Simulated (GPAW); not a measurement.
# GaP (F-43m) in GPAW: further runs

The runs below take GaP through band structure, with M06-L, revPBE.

Program: GPAW 26.7.0. These are calculated values, not measurements. Logs are shortened: lines on timing, memory, paths and dates and some standing lists are left out, and cuts for length are marked. The log counts tension as positive stress, the text compression.

**Measured values to compare with.**

From “Stacking defects in GaP nanowires: Electronic structure and optical properties”, 2018, arxiv:1810.01194, for a bulk crystal of GaP at 10 K: band gap 2.34 eV (indirect).

The runs below are set against these values where they give the same quantity.

## 1. The structure

The structure is cubic, space group F-43m (No. 216). Conventional cell: a = 5.451 Å, b = 5.451 Å, c = 5.451 Å, α = 90.00°, β = 90.00°, γ = 90.00°. Ga (site symmetry -43m) is surrounded by 4 P at 2.36 Å. Around P (site symmetry -43m) lie 4 Ga at 2.36 Å.

## 2. Band structure, M06-L, spin-orbit coupling, no magnetisation

run.py

```python
import numpy as np
from ase import Atoms
from ase.dft.bandgap import bandgap
from ase.io import write
from ase.units import GPa
from gpaw import GPAW, PW
from gpaw.spinorbit import soc_eigenstates

atoms = Atoms(['Ga', 'P'],
              cell=[[0.0, 2.72525, 2.72525],
                    [2.72525, 0.0, 2.72525],
                    [2.72525, 2.72525, 0.0]],
              scaled_positions=[[0.0, 0.0, 0.0],
                                [0.75, 0.75, 0.75]],
              pbc=True)

calc = GPAW(mode=PW(600),
            xc='M06-L',
            kpts={'size': (8, 8, 8), 'gamma': True},
            occupations={'name': 'fermi-dirac', 'width': 0.05},
            nbands=11,
            convergence={'density': 1e-05, 'energy': 1e-05},
            maxiter=150,
            txt='gpaw.txt')
atoms.calc = calc
energy = atoms.get_potential_energy()
forces = atoms.get_forces()
stress = atoms.get_stress()
calc.write('gs.gpw')
write('result.traj', atoms)
print(f'Energy: {energy:.6f} eV')
print('Forces (eV/A):')
print(forces.round(4))
print('Stress (GPa):', (stress / GPa).round(3))
print('Fermi level:', round(calc.get_fermi_level(), 4), 'eV')
print(f'Gap: {bandgap(calc)[0]:.4f} eV, direct: {bandgap(calc, direct=True)[0]:.4f} eV')

path = atoms.cell.bandpath('GXWKGLUWLK,UX', npoints=60, eps=1e-4)
bs_calc = calc.fixed_density(kpts=path, symmetry='off', nbands=21,
                             convergence={'bands': 'CBM+6.0', 'eigenstates': 1e-6}, txt='bands.txt')
bs = bs_calc.band_structure()
bs.write('bs.json')
print(f'Gap on the path: {bandgap(bs_calc)[0]:.4f} eV')

soc = soc_eigenstates(bs_calc, theta=0, phi=0, ignore_xc_potential=True)
np.savetxt('soc_bands.dat', soc.eigenvalues(), fmt='%.4f')
mesh = soc_eigenstates('gs.gpw', theta=0, phi=0, ignore_xc_potential=True)
np.savetxt('soc_mesh.dat', mesh.eigenvalues(), fmt='%.4f')
print('Fermi level with spin-orbit coupling:', round(mesh.fermi_level, 4), 'eV')
```

Potentials or basis: GPAW PAW data sets (gpaw-data 1.2.1), pw.

The run is started by

```sh
> OMP_NUM_THREADS=1 python run.py
```

gpaw.txt:

```text
__  _  _
 | _ |_)|_||  |
 |__||  | ||/\| - 26.7.0

Input parameters:
  mode=PW(ecut=600.0),
  convergence={'density': 1e-05, 'energy': 1e-05},
  kpts=MonkhorstPack(size=(8, 8, 8), gamma=True),
  maxiter=150,
  nbands=11,
  occupations=Occupations(name='fermi-dirac', width=0.05),
  xc=XC(name='M06-L')

Diagonalizing LCAO Hamiltonian
Converting LCAO to pw mode

                    P

       Ga

Atoms  # Å, Bohr magnetons
|   | symbol |        x |        y |        z |    initial magnetic moments |
|---|--------|----------|----------|----------|-----------------------------|
| 0 |     Ga | 0.000000 | 0.000000 | 0.000000 | ( 0.0000,  0.0000,  0.0000) |
| 1 |      P | 4.087875 | 4.087875 | 4.087875 | ( 0.0000,  0.0000,  0.0000) |

Unit cell  # Å
| periodic |        x |        y |        z |  lengths |    angles |
|----------|----------|----------|----------|----------|-----------|
|      yes | 0.000000 | 2.725250 | 2.725250 | 3.854086 | 60.000000 |
|      yes | 2.725250 | 0.000000 | 2.725250 | 3.854086 | 60.000000 |
|      yes | 2.725250 | 2.725250 | 0.000000 | 3.854086 | 60.000000 |

Number of symmetries: 24
Symmetry operations  # r_c * U_cc + t_c -> r_c
|    | kind |            matrix            |
|----|------|------------------------------|
|  0 |  E   |  1, 0, 0,  0, 1, 0,  0, 0, 1 |
|  1 |  σ   |  1, 0, 0,  0, 0, 1,  0, 1, 0 |
|  2 |  σ   |  1, 0,-1,  0, 1,-1,  0, 0,-1 |
|  3 |  C3  |  1, 0,-1,  0, 0,-1,  0, 1,-1 |
|  4 |  C3  |  1,-1, 0,  0,-1, 1,  0,-1, 0 |
|  5 |  σ   |  1,-1, 0,  0,-1, 0,  0,-1, 1 |
|  6 |  σ   |  0, 1, 0,  1, 0, 0,  0, 0, 1 |
|  7 |  C3  |  0, 1, 0,  0, 0, 1,  1, 0, 0 |
|  8 |  C2  |  0, 1,-1,  1, 0,-1,  0, 0,-1 |
|  9 |  S4  |  0, 1,-1,  0, 0,-1,  1, 0,-1 |
| 10 |  C3  |  0, 0, 1,  1, 0, 0,  0, 1, 0 |
| 11 |  σ   |  0, 0, 1,  0, 1, 0,  1, 0, 0 |
| 12 |  S4  |  0, 0,-1,  1, 0,-1,  0, 1,-1 |
| 13 |  C3  |  0, 0,-1,  0, 1,-1,  1, 0,-1 |
| 14 |  S4  |  0,-1, 1,  1,-1, 0,  0,-1, 0 |
| 15 |  C2  |  0,-1, 1,  0,-1, 0,  1,-1, 0 |
| 16 |  C3  |  0,-1, 0,  1,-1, 0,  0,-1, 1 |
| 17 |  S4  |  0,-1, 0,  0,-1, 1,  1,-1, 0 |
| 18 |  S4  | -1, 1, 0, -1, 0, 1, -1, 0, 0 |
| 19 |  C3  | -1, 1, 0, -1, 0, 0, -1, 0, 1 |
| 20 |  C3  | -1, 0, 1, -1, 1, 0, -1, 0, 0 |
| 21 |  S4  | -1, 0, 1, -1, 0, 0, -1, 1, 0 |
| 22 |  σ   | -1, 0, 0, -1, 1, 0, -1, 0, 1 |
| 23 |  C2  | -1, 0, 0, -1, 0, 1, -1, 1, 0 |

BZ-sampling:
  Number of BZ points: 512
  Number of IBZ points: 29

  Monkhorst-Pack size: [8, 8, 8]
  Monkhorst-Pack shift: [0.0625, 0.0625, 0.0625]

K-points  # in reciprocal-cell coordinates
|     |                                coordinates |     weight |
|-----|--------------------------------------------|------------|
|   0 | (  0.00000000,   0.00000000,   0.00000000) | 0.00195312 |
|   1 | (  0.12500000,   0.12500000,   0.00000000) | 0.01171875 |
|   2 | (  0.12500000,   0.12500000,   0.12500000) | 0.01562500 |
|   3 | (  0.25000000,   0.12500000,   0.12500000) | 0.02343750 |
|   4 | (  0.25000000,   0.25000000,   0.00000000) | 0.01171875 |
|   5 | (  0.25000000,   0.25000000,   0.12500000) | 0.04687500 |
|   6 | (  0.25000000,   0.25000000,   0.25000000) | 0.01562500 |
|   7 | (  0.37500000,   0.25000000,  -0.37500000) | 0.04687500 |
|   8 | (  0.37500000,   0.25000000,   0.12500000) | 0.04687500 |
|   9 | (  0.37500000,   0.25000000,   0.25000000) | 0.04687500 |
| ... |                                            |            |
|  28 | (  0.50000000,   0.50000000,   0.50000000) | 0.00781250 |

Plane wave coefficients: 1365
Cutoff: 600.0 eV

Spin-components: 1 (collinear spins)
Bands:           11
Projectors:      10
Spin-degeneracy: 2
Datatype:        complex128

Parallelization:
  kpt:    1
  domain: 1
  band:   1

Density:
  Valence electrons: 8.0
  Components: 1
  Grid points: [24 24 24]
  Charge: 0.0  # |e|

Potential:
  Grid points: [24 24 24]

species:
  Ga:
    name:    Gallium
    Z:       31.0
    valence: 3
    core:    28
    charge:  0.0  # [|e|]
    compensation charges:
      type: gauss
      rc: 0.37  # [Å]
      lmax: 2
    cutoffs:
      filter: 2.06  # [Å]
      core: 4.17  # [Å]
    projectors
    | kind |    occ | energy [eV] | rcut [Å] |
    |------|--------|-------------|----------|
    |   4s |  2.000 |      -8.945 |    1.164 |
    |   4p |  1.000 |      -2.580 |    1.164 |
    |    s |        |      18.266 |    1.164 |
    |    p |        |      24.631 |    1.164 |
    |    d |        |       0.000 |    1.164 |

    Using partial waves for Ga as LCAO basis

  P:
    name:    Phosphorus
    Z:       15.0
    valence: 5
    core:    10
    charge:  0.0  # [|e|]
    compensation charges:
      type: gauss
      rc: 0.30  # [Å]
      lmax: 2
    cutoffs:
      filter: 1.69  # [Å]
      core: 1.81  # [Å]
    projectors
    | kind |    occ | energy [eV] | rcut [Å] |
    |------|--------|-------------|----------|
    |   3s |  2.000 |     -13.968 |    0.953 |
    |   3p |  3.000 |      -5.506 |    0.953 |
    |    s |        |      13.244 |    0.953 |
    |    p |        |      21.705 |    0.953 |
    |    d |        |       0.000 |    0.953 |

    Using partial waves for P as LCAO basis

Reference energy: -62187.585188  # eV

eigensolver:
  PPCG
  Converge bands: occupied
  niter=2

density mixing:
  MSR1-Mixer
  Pratt-step length: 0.05
  Maximum mixing coefficient: 0.75
  Old densities: 10
  SVD Regularization: 0.005
  Good broyden scale: 1.0
  Trust region scale: 1.0
  Backstep threshold: 4.0
  History deletion threshold: 6.0
  Fourier metric: weight=20.0, sigma=0.015

occupation numbers:
  Fermi-Dirac:
    width: 0.0500  # eV

poisson solver:
  ecut: 4800.0  # eV

xc functional:
  name: M06-L with 2 nearest neighbor stencil

convergence criteria:
- Maximum integral of absolute [dens]ity change: 1e-05 electrons / valence electron
- Maximum [total energy] change in last 3 cyles: 1e-05 eV / valence electron
- Maximum integral of absolute [eigenst]ate change: 4e-08 eV^2 / valence electron
maximum number of iterations: 150

SCF iterations
|iter     | |      energy | eigst |  dens |
|---------|-|-------------|-------|-------|
|iter:   1| | -132.243810 | +1.84 |       |
|iter:   2| |  -24.870991 | +1.15 | -0.04 |
|iter:   3| |  -19.315448 | -0.19 | -0.57 |
|iter:   4| |  -18.603590 | -1.33 | -0.65 |
|iter:   5| |  -18.401820 | -1.75 | -0.72 |
|iter:   6| |  -18.309379 | -1.50 | -0.84 |
|iter:   7| |  -18.368934 | -1.63 | -1.09 |
|iter:   8| |  -18.472856 | -2.36 | -1.41 |
|iter:   9| |  -18.506537 | -2.79 | -1.59 |
|iter:  10| |  -18.497200 | -3.72 | -1.72 |
|iter:  11| |  -18.485221 | -3.11 | -1.82 |
[... 8 lines left out ...]
|iter:  20| |  -18.488701 | -2.92 | -3.23 |
|iter:  21| |  -18.492271 | -3.08 | -3.14 |
|iter:  22| |  -18.495281 | -3.34 | -3.26 |
|iter:  23| |  -18.494908 | -4.27 | -3.55 |
|iter:  24| |  -18.496922 | -3.51 | -3.58 |
|iter:  25| |  -18.495061 | -3.55 | -3.19 |
|iter:  26| |  -18.494811 | -5.23 | -3.57 |
|iter:  27| |  -18.494868 | -4.36 | -3.72 |
|iter:  28| |  -18.494711 | -4.68 | -3.77 |
|iter:  29| |  -18.494680 | -5.74 | -4.23 |
|iter:  30| |  -18.494690c| -6.12 | -4.71 |
|iter:  31| |  -18.494679c| -6.18 | -4.36 |
|iter:  32| |  -18.494679c| -7.70c| -5.32c|

Converged in 32 steps
Energy contributions relative to reference atoms: (reference = -62187.585188)

Energy contributions:
  Kinetic:          15.564893
  Coulomb:         -12.623927
  Zero:             -0.003909
  External:          0.000000
  Xc:              -21.431737
  Entropy:          -0.000000
  Spinorbit:         0.000000
  ----------------------------
  Free energy:     -18.494679
  Extrapolated:    -18.494679

dipole moment: (-10.871915, -10.871915, -10.871915)  # |e|*Ang

Fermi level: 5.794
Eigenvalues  # (at kpt = [0.000, 0.000, 0.000])
| band index |      eig [eV] | occ [0-2] |
|------------|---------------|-----------|
|          0 |        -8.010 |     2.000 |
|          1 |         4.862 |     2.000 |
|          2 |         4.862 |     2.000 |
|          3 |         4.862 |     2.000 |
|          4 |         7.256 |     0.000 |
|          5 |         9.279 |     0.000 |
|          6 |         9.279 |     0.000 |
|          7 |         9.279 |     0.000 |
|          8 |        13.714 |     0.000 |
|          9 |        14.982 |     0.000 |
|         10 |        14.982 |     0.000 |

Gap: 1.869 eV
Transition (v -> c):
  (s=0, k=0, n=3, [0.00, 0.00, 0.00]) -> (s=0, k=24, n=4, [0.50, 0.50, 0.00])
Direct/indirect transitions are different
Direct gap: 2.394 eV
Transition at: (s=0, k=0, n=3, [0.00, 0.00, 0.00])

Forces  # eV/Ang
|        x |        y |        z |
|----------|----------|----------|
| -0.00000 | -0.00000 |  0.00000 |  # Ga   0
|  0.00000 | -0.00000 | -0.00000 |  # P    1

Stress tensor  # eV/Ang^3
|         x |         y |         z |
|-----------|-----------|-----------|
| -0.019318 |  0.000000 |  0.000000 |
|  0.000000 | -0.019318 | -0.000000 |
|  0.000000 | -0.000000 | -0.019318 |

# Writing to gs.gpw (mode='')
```

It took 2 min on 1 thread of Intel Xeon Platinum 8488C (Sapphire Rapids), shared host; peak memory 0.3 GiB.

Results:

```yaml
Free_energy: -18.4947 eV
Pressure: 3.1 GPa
Band_gap_on_the_k_mesh: 1.84 eV, indirect (least direct gap 2.37 eV)
Band_gap_along_the_path: 1.80 eV, indirect (least direct gap 2.37 eV)
```

Levels at the corners of the path, in eV from the valence-band top:
| point | band 5 | band 6 | band 7 | band 8 | band 9 | band 10 | band 11 | band 12 |
| --- | --- | --- | --- | --- | --- | --- | --- | --- |
| Γ | 0.00 | 0.00 | 0.00 | 0.00 | 2.37 | 2.37 | 4.27 | 4.27 |
| X | -2.70 | -2.70 | -2.68 | -2.68 | 1.84 | 1.84 | 2.06 | 2.06 |
| W | -3.65 | -3.63 | -3.44 | -3.39 | 4.79 | 4.79 | 5.19 | 5.22 |
| K | -3.99 | -3.97 | -2.26 | -2.26 | 2.43 | 2.44 | 5.05 | 5.05 |
| Γ | 0.00 | 0.00 | 0.00 | 0.00 | 2.37 | 2.37 | 4.27 | 4.27 |
| L | -1.16 | -1.16 | -1.09 | -1.09 | 2.08 | 2.08 | 5.14 | 5.14 |
| U | -3.99 | -3.97 | -2.26 | -2.26 | 2.43 | 2.44 | 5.05 | 5.05 |
| W | -3.65 | -3.63 | -3.44 | -3.39 | 4.79 | 4.79 | 5.19 | 5.22 |
| L | -1.16 | -1.16 | -1.09 | -1.09 | 2.08 | 2.08 | 5.14 | 5.14 |
| K | -3.99 | -3.97 | -2.26 | -2.26 | 2.43 | 2.44 | 5.05 | 5.05 |
| U | -3.99 | -3.97 | -2.26 | -2.26 | 2.43 | 2.44 | 5.05 | 5.05 |
| X | -2.70 | -2.70 | -2.68 | -2.68 | 1.84 | 1.84 | 2.06 | 2.06 |

Caveat: spin-orbit coupling was added after a scalar SCF, so levels and gaps hold it while energy, forces, pressure and moments don't; this program's spin-orbit splittings come out too wide for heavy elements; the PAW data sets were made with another functional, which shifts forces and pressure a little.

## 3. Band structure, revPBE, spin-orbit coupling, no magnetisation

Changes to run.py since step 2:

```diff
@@ -1,5 +1,4 @@
 import numpy as np
-from ase import Atoms
 from ase.dft.bandgap import bandgap
-from ase.io import write
+from ase.io import read, write
 from ase.units import GPa
@@ -8,12 +7,6 @@
 
-atoms = Atoms(['Ga', 'P'],
-              cell=[[0.0, 2.72525, 2.72525],
-                    [2.72525, 0.0, 2.72525],
-                    [2.72525, 2.72525, 0.0]],
-              scaled_positions=[[0.0, 0.0, 0.0],
-                                [0.75, 0.75, 0.75]],
-              pbc=True)
+atoms = read('POSCAR')
 
 calc = GPAW(mode=PW(600),
-            xc='M06-L',
+            xc='revPBE',
             kpts={'size': (8, 8, 8), 'gamma': True},
@@ -44,5 +37,5 @@
 
-soc = soc_eigenstates(bs_calc, theta=0, phi=0, ignore_xc_potential=True)
+soc = soc_eigenstates(bs_calc, theta=90, phi=0)
 np.savetxt('soc_bands.dat', soc.eigenvalues(), fmt='%.4f')
-mesh = soc_eigenstates('gs.gpw', theta=0, phi=0, ignore_xc_potential=True)
+mesh = soc_eigenstates('gs.gpw', theta=90, phi=0)
 np.savetxt('soc_mesh.dat', mesh.eigenvalues(), fmt='%.4f')
```

POSCAR

```
GaP
1.0
    0.0000000000      2.7252500000      2.7252500000
    2.7252500000      0.0000000000      2.7252500000
    2.7252500000      2.7252500000      0.0000000000
Ga P
1 1
Direct
    0.0000000000      0.0000000000      0.0000000000
    0.7500000000      0.7500000000      0.7500000000
```

Potentials or basis: the program's PAW data sets (release 1.2.1) made for this functional, pw.

The run is started by

```sh
> OMP_NUM_THREADS=1 python run.py
```

It took 18 s on 1 thread of Intel Xeon Platinum 8488C (Sapphire Rapids), shared host; peak memory 0.23 GiB.

Results (log left out):

```yaml
Free_energy: -8.4483 eV
Pressure: 6.1 GPa
Band_gap_on_the_k_mesh: 1.70 eV, indirect (least direct gap 1.96 eV)
Band_gap_along_the_path: 1.65 eV, indirect (least direct gap 1.96 eV)
```

Levels at the corners of the path, in eV from the valence-band top:
```
point  band 6  band 7  band 8  band 9  band 10  band 11
    Γ    0.00    0.00    0.00    1.96     1.96     3.81
    X   -2.70   -2.68   -2.68    1.71     1.71     1.88
    W   -3.59   -3.43   -3.38    4.76     4.76     4.91
    K   -3.93   -2.26   -2.26    2.25     2.25     4.86
    Γ    0.00    0.00    0.00    1.96     1.96     3.81
    L   -1.17   -1.10   -1.10    1.76     1.76     4.72
    U   -3.93   -2.26   -2.26    2.25     2.25     4.86
    W   -3.59   -3.43   -3.38    4.76     4.76     4.91
    L   -1.17   -1.10   -1.10    1.76     1.76     4.72
    K   -3.93   -2.26   -2.26    2.25     2.25     4.86
    U   -3.93   -2.26   -2.26    2.25     2.25     4.86
    X   -2.70   -2.68   -2.68    1.71     1.71     1.88
```

Caveat: spin-orbit coupling was added after a scalar SCF, so levels and gaps hold it while energy, forces, pressure and moments don't; this program's spin-orbit splittings come out too wide for heavy elements.

## 4. Against experiment

Step 2. Measured gap of GaP: 2.34 eV (indirect; 10 K; quoted in “Stacking defects in GaP nanowires: Electronic structure and optical properties”, 2018, arxiv:1810.01194). This calculation gives 1.80 eV (-0.54 eV). The value is that of M06-L, without temperature or zero-point motion.

Step 3. Against the measured gap of GaP, 2.34 eV (indirect; 10 K; quoted in “Stacking defects in GaP nanowires: Electronic structure and optical properties”, 2018, arxiv:1810.01194), the calculated 1.65 eV is off by -0.69 eV. The value is that of revPBE, without temperature or zero-point motion. Semilocal functionals fall short of measured gaps as a rule.
